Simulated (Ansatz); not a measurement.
**W: stress in a strained cell**

Aim: deform W (z strained by +2 % at fixed volume) and compute stress, forces and field gradients with LAPW, PAW and all-electron datasets made for the crystal.

The COD cell was measured well above room temperature, so it is larger than a cold one.

Program: Ansatz 0.2.0. Level of theory: DFT PBE, scalar-relativistic. These are calculated values, not measurements.

### 1 The system as given

Symmetry: Im-3m, No. 229, cubic system. Conventional cell: a = 3.195 Å, b = 3.195 Å, c = 3.195 Å, α = 90.00°, β = 90.00°, γ = 90.00°. W (site symmetry m-3m) is surrounded by 8 W at 2.77 Å.

Coordinates:

```
W
1.0
    -1.59730    1.59730    1.59730
     1.59730   -1.59730    1.59730
     1.59730    1.59730   -1.59730
W
1
Direct
  0.00000 0.00000 0.00000
```

### 2 After the deformation

Space group Im-3m before, I4/mmm after.

### 3 All-electron LAPW

Input file input.yaml:

```yaml
crystal:
  lattice:
    - [-1.5815626704, 1.5815626704, 1.629246]
    - [1.5815626704, -1.5815626704, 1.629246]
    - [1.5815626704, 1.5815626704, -1.629246]
  atoms:
    - { symbol: W, position: [0.0, 0.0, 0.0] }
kpoints:
  mp_grid: { grid: [14, 14, 14] }
scf:
  occupations: { method: fermi_dirac, width: 0.08 }
hamiltonian:
  xc: pbe
  pseudopotentials: { kind: all_electron, lapw: { basis_error: 0.001 } }
output:
  forces: true
  stress: true
  eigenvalues: true
```

### 4 PAW on the default files

input.yaml, as its differences from that of step 3:

```diff
@@ -13,3 +13,3 @@
   xc: pbe
-  pseudopotentials: { kind: all_electron, lapw: { basis_error: 0.001 } }
+  pseudopotentials: { kind: paw }
 output:
@@ -18 +18,2 @@
   eigenvalues: true
+  efg: { contact_densities: true }
```

### 5 Datasets made for this crystal

input.yaml, as its differences from that of step 4:

```diff
@@ -13,3 +13,3 @@
   xc: pbe
-  pseudopotentials: { kind: paw }
+  pseudopotentials: { kind: all_electron, datasets: crystal }
 output:
```

(Steps that only read results are left out.)

What does the calculation give? Wanted: pressure; largest shear or deviatoric stress.

As calculated:

```
                                 quantity                                              value
                                 pressure  LAPW -2.68, PAW -2.77, crystal datasets -2.68 GPa
largest shear or deviatoric stress (LAPW)                                           5.26 GPa
```

In words: The largest part of the stress beyond the pressure is 5.26 GPa in size, in the zz component. No run of the undeformed cell stands beside it, so the pressure holds what the given cell had before the change. PAW: stress within 0.10 GPa of LAPW. Crystal datasets: stress within 0.01 GPa of LAPW. Spin-orbit coupling is left out, though the cell holds W; in elements this heavy it can shift bands and gaps by tenths of an eV.
